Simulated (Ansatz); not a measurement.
# Al3Cu2: biaxial strain in the a-b plane

One table from this session's results is given with a row withheld; the runs are named, their logs left out.

Computed with Ansatz 0.2.0 (DFT r2SCAN, scalar-relativistic, plane waves, PAW, unless a step's input says otherwise).

2 further runs of the same task are left out: 2 set aside as unsound or not needed.

## The starting structure

Symmetry: P-3m1, No. 164, trigonal system. Conventional cell: a = 4.102 Å, b = 4.102 Å, c = 4.990 Å, α = 90.00°, β = 90.00°, γ = 120.00°. Al (site symmetry -3m) has 6 Cu at 2.50 Å as nearest neighbours. Around Al (site symmetry 3m) lie 5 Cu at 2.45 to 2.55 Å and 3 Al at 2.80 Å. Around Cu (site symmetry 3m) lie 8 Al at 2.45 to 2.55 Å.

Coordinates:

```
Al Cu
1.0
     4.10181    0.00000    0.00000
    -2.05091    3.55227    0.00000
     0.00000    0.00000    4.98986
Al Cu
3 2
Cartesian
  0.0000 0.0000 0.0000
  0.0000 2.3682 1.7473
  2.0509 1.1841 3.2425
  0.0000 2.3682 4.1923
  2.0509 1.1841 0.7975
```

It goes back to an entry of the Materials Project, which need not be the stable form.

This cell was relaxed beforehand with the same method: volume 14.54 Å³/atom, gap on the mesh none (metal).

The unstrained cell was computed beforehand with the same settings: E(σ→0) = -14884.6726 eV for 5 atoms, gap none (metal).

Set-up of the first run:

File input.yaml:

```yaml
crystal:
  lattice:
    - [4.0607936633, 0.0, 0.0]
    - [-2.0303968316, 3.5167504719, 0.0]
    - [0.0, 0.0, 5.0198005647]
  atoms:
    - { symbol: Al, position: [0.0, 0.0, 0.0] }
    - { symbol: Al, position: [0.3333333333, 0.6666666667, 0.3501725376] }
    - { symbol: Al, position: [0.6666666667, 0.3333333333, 0.6498274624] }
    - { symbol: Cu, position: [0.3333333333, 0.6666666667, 0.8401683162] }
    - { symbol: Cu, position: [0.6666666667, 0.3333333333, 0.1598316838] }
basis:
  ecutwfc: 500
kpoints:
  mp_grid: { grid: [12, 12, 8] }
hamiltonian:
  xc: r2scan
scf:
  occupations: { method: gaussian, width: 0.1 }
output:
  forces: true
  stress: true
  eigenvalues: true
relax:
  adjacent_minimum: "off"
  f_tol: 0.008
  max_steps: 40
  cell: { stress_tol: 0.015, fix: [a, b, gamma] }
```

Command:

```sh
$ ansatz run input.yaml --threads 1 --pin off --max-ram 2560MiB --backend cpu --events-out ev --progress --plain --runs-dir out
```

Among the steps run: At -1.0 %; At +1.0 %; Strain -2.0 %; The cell strained by +2.0 %; The cell strained by -3.0 %; At +3.0 %.

One of the session's tables, all rows but one given; the rest of the session is left out.

Lengths are those of the vectors of the cell that was run; stresses in GPa:

| strain (%) | ΔE (meV/atom) | a (Å) | b (Å) | c (Å) |
| --- | --- | --- | --- | --- |
| -3.0 | 25.2 | 3.979 | 3.979 | 5.061 |
| -2.0 | 11.1 | 4.020 | 4.020 | 5.030 |
| -1.0 | 2.7 | 4.061 | 4.061 | 5.007 |
| +0.0 | 0.0 | 4.102 | 4.102 | 4.990 |
| +1.0 | ? | ? | ? | ? |
| +2.0 | 9.9 | 4.184 | 4.184 | 4.956 |
| +3.0 | 21.1 | 4.225 | 4.225 | 4.938 |

Estimate the missing values for strain (%) = +1.0.

Worked estimate for «ΔE (meV/atom)». A straight line through the neighbours (0.0, 0.0) and (2.0, 9.9) gives 0.0 + (9.9 − 0.0) × (1.0 − 0.0) / (2.0 − 0.0) = 5.0; a parabola fitted to 4 rows on both sides gives 2.6.

The run gave: ΔE (meV/atom): 2.6; a (Å): 4.143; b (Å): 4.143; c (Å): 4.974. In «ΔE (meV/atom)» the line misses by +2.4 and the parabola by 0.0.

ΔE is over the unstrained cell. Stress in GPa, positive in compression, on the Cartesian axes of the input. 
